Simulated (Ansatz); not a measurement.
Molecular dynamics of Be

The input (input.yaml):

```yaml
accuracy: low
crystal:
  lattice:
    - [6.87, 0.0, 0.0]
    - [-3.435, 5.949595, 0.0]
    - [0.0, 0.0, 7.17686]
  atoms:
    - { symbol: Be, position: [0.01120155, 0.06603076, -0.02122763] }
    - { symbol: Be, position: [0.18175416, 0.27183584, 0.21961769] }
    - { symbol: Be, position: [0.03073779, 0.01203882, 0.48187705] }
    - { symbol: Be, position: [0.15132286, 0.26797256, 0.74749059] }
    - { symbol: Be, position: [-0.03243408, 0.32846396, 0.02089452] }
    - { symbol: Be, position: [0.18360567, 0.5580839, 0.20581962] }
    - { symbol: Be, position: [-0.00227979, 0.38077863, 0.50250007] }
    - { symbol: Be, position: [0.12404114, 0.67274141, 0.6786741] }
    - { symbol: Be, position: [0.05813214, 0.68090549, -0.04215446] }
    - { symbol: Be, position: [0.13848823, 0.91114411, 0.23976358] }
    - { symbol: Be, position: [0.01159119, 0.67705947, 0.45060471] }
    - { symbol: Be, position: [0.12210623, 0.92426351, 0.76052474] }
    - { symbol: Be, position: [0.39131568, 0.02814651, -0.02524926] }
    - { symbol: Be, position: [0.44730519, 0.2321088, 0.27558567] }
    - { symbol: Be, position: [0.37894919, 0.05028528, 0.47238302] }
    - { symbol: Be, position: [0.43837425, 0.26122935, 0.70487033] }
    - { symbol: Be, position: [0.4010573, 0.34868679, -0.025829] }
    - { symbol: Be, position: [0.4575575, 0.5393515, 0.23525096] }
    - { symbol: Be, position: [0.3229637, 0.35427605, 0.44648061] }
    - { symbol: Be, position: [0.46122926, 0.57994339, 0.69902796] }
    - { symbol: Be, position: [0.49687665, 0.75020339, -0.0265553] }
    - { symbol: Be, position: [0.41738088, 0.8554315, 0.22137366] }
    - { symbol: Be, position: [0.34967923, 0.71083807, 0.47926575] }
    - { symbol: Be, position: [0.49609465, 0.88786316, 0.71142965] }
    - { symbol: Be, position: [0.7141831, 0.03749409, -0.01533249] }
    - { symbol: Be, position: [0.78822343, 0.28697439, 0.22856617] }
    - { symbol: Be, position: [0.66660794, -0.01905076, 0.41982663] }
    - { symbol: Be, position: [0.7741468, 0.24596595, 0.75328633] }
    - { symbol: Be, position: [0.67708223, 0.37493369, 0.04689929] }
    - { symbol: Be, position: [0.74604713, 0.57092006, 0.24079619] }
    - { symbol: Be, position: [0.71822933, 0.41740954, 0.51339646] }
    - { symbol: Be, position: [0.76547505, 0.57632598, 0.77065289] }
    - { symbol: Be, position: [0.7886812, 0.72612747, 0.00905987] }
    - { symbol: Be, position: [0.82914019, 0.93818449, 0.2523448] }
    - { symbol: Be, position: [0.70869591, 0.69551264, 0.47979351] }
    - { symbol: Be, position: [0.85513992, 0.99526741, 0.74417319] }
basis:
  ecutwfc: 420.0
kpoints:
  mp_grid: { grid: [2, 2, 2] }
hamiltonian:
  xc: pbe
  dispersion: d3bj
scf:
  occupations: { method: fermi_dirac, width: 0.24 }
  lower_state_search: "off"
md:
  timestep: 1.5
  n_steps: 149
  ensemble: nvt_langevin
  temperature: 2240.0
  initial_velocities: maxwell_boltzmann
  seed: 488274
  friction: 0.02
  temperature_schedule:
    - { n_steps: 112, end_temperature: 300.0 }
    - { n_steps: 37, end_temperature: 300.0 }
```

Launched with:

```bash
$ ansatz run input.yaml --threads 1 --pin off --max-ram 3072MiB --backend cpu --events-out ev --progress --plain --runs-dir out
```

It goes on from the last frame of an earlier run, with new velocities.

Output, in part (step lines):

```
md step     0: t =     0.00 fs  T =  2177.8 K (target 2240.0 K)  F+E_penalty+E_count = -3337.19660883 eV  E_kin = 10.133984 eV  (6 SCF iters)
[... lines left out ...]
```

The steps, from the saved trajectory:

```tsv
time (fs)	T (K)	potential energy less start (eV)
0.0	2178	0.000
7.5	2658	-2.308
15.0	2319	-1.307
22.5	2571	-3.578
30.0	2566	-2.976
37.5	2444	-2.632
45.0	2472	-3.428
52.5	1953	-2.725
60.0	2143	-3.520
67.5	2142	-4.504
75.0	1965	-4.204
82.5	2290	-5.481
90.0	2046	-5.512
97.5	1677	-4.111
105.0	1524	-4.174
112.5	1527	-5.345
120.0	1413	-6.424
127.5	1336	-6.865
135.0	1559	-8.607
142.5	1506	-9.726
150.0	1225	-9.555
157.5	950	-8.840
165.0	679	-8.698
172.5	1015	-10.256
180.0	997	-10.791
187.5	670	-10.275
195.0	738	-10.828
202.5	698	-11.437
210.0	467	-10.998
217.5	492	-11.363
```

All steps were run. The schedule's set-point averaged 462 K over the second half and the system 999 K, so it lags behind the ramp. A run of 0.22 ps of so small a system gives no equilibrium averages. Limits of this set-up: coarse k mesh, low accuracy level.

Mean squared displacements from the first frame to the last, about the centre of mass: Be 0.15 Å².

Last frame:

```xyz
36
Lattice="6.8700 0.0000 0.0000 -3.4350 5.9496 0.0000 0.0000 0.0000 7.1769" Properties=species:S:1:pos:R:3
Be -0.213 -0.077 -0.480
Be -0.204 1.420 1.393
Be -0.282 -0.040 3.001
Be -0.240 1.206 4.973
Be -1.335 1.940 -0.408
Be -1.239 3.457 1.278
Be -1.188 2.074 3.174
Be -1.445 3.238 5.031
Be -2.498 3.945 -0.450
Be -2.565 5.253 1.306
Be -2.552 3.851 3.151
Be -2.600 5.235 4.899
Be 2.056 -0.129 -0.404
Be 2.061 1.203 1.392
Be 2.143 -0.081 3.029
Be 2.066 1.166 4.985
Be 0.935 1.806 -0.390
Be 0.909 3.288 1.293
Be 0.905 1.869 3.152
Be 0.905 3.141 4.931
Be -0.096 3.844 -0.428
Be -0.228 5.247 1.271
Be -0.242 3.884 3.079
Be -0.151 5.246 5.021
Be 4.282 -0.033 -0.380
Be 4.438 1.300 1.465
Be 4.279 0.011 3.281
Be 4.362 1.334 4.991
Be 3.132 1.785 -0.268
Be 3.070 3.137 1.370
Be 3.121 1.900 3.325
Be 3.099 3.116 5.107
Be 2.022 3.924 -0.346
Be 2.090 5.274 1.352
Be 2.133 3.937 3.140
Be 1.849 5.083 5.071
```

Run time: 11 min on 1 thread of Intel(R) Xeon(R) Platinum 8559C (Emerald Rapids), on a shared host, peak memory 0.79 GiB.
